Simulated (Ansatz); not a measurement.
## Pressure coefficients of Co

```xyz
2
Lattice="2.5190 0.0000 0.0000 -1.2595 2.1815 0.0000 0.0000 0.0000 4.0910" Properties=species:S:1:pos:R:3 pbc="T T T"
Co    0.0000    1.4543    1.0228
Co    1.2595    0.7272    3.0682
```

The geometry is COD entry 9011615, unchecked; take it as a test cell. It differs from other determinations.

Level of theory: Ansatz 0.2.0, DFT, PBE, all-electron LAPW, scalar-relativistic.

Sampling and basis: a Γ-centred 19×19×10 k mesh, Fermi–Dirac smearing of 0.05 eV, basis error target 0.5 meV/atom, spin-polarised from start moments Co1 2, Co2 2 μB.

The cell is scaled evenly with fractional coordinates held.

```tsv
V/V(cell)	P (GPa)	cell moment (μB)
0.9405	5.99	3.183
0.9600	1.34	3.223
0.9700	-0.86	3.242
0.9800	-2.93	3.259
0.9900	-4.89	3.276
1.0000	-6.74	3.293
1.0100	-8.48	3.309
1.0200	-10.12	3.325
1.0300	-11.66	3.340
1.0400	-13.13	3.355
1.0600	-15.82	3.379
```

Question: From the rows at 0.9900 and 1.0100, what is the bulk modulus at the cell's volume?

Answer: B = −ΔP/Δln V = −[(-8.48) − (-4.89)]/0.02000 = 179.5 GPa. This is the modulus at -6.74 GPa, not at zero pressure.

In a magnetic metal the moment, and with it the modulus, depend on the k mesh by some per cent, and the slopes vary along the table.

Question: How does the moment scale with volume?

Answer: dln M/dln V = ln(3.309/3.276)/0.02000 = 0.5: expansion raises it.

Question: Predict the row at V/V(cell) = 0.9400. How far is a linear estimate of P off?

Answer: P = 6.12 GPa, moment 3.182 μB. The linear estimate P(cell) − B ln(V/V(cell)) = 4.37 GPa misses by 1.75 GPa, since the modulus grows under compression.
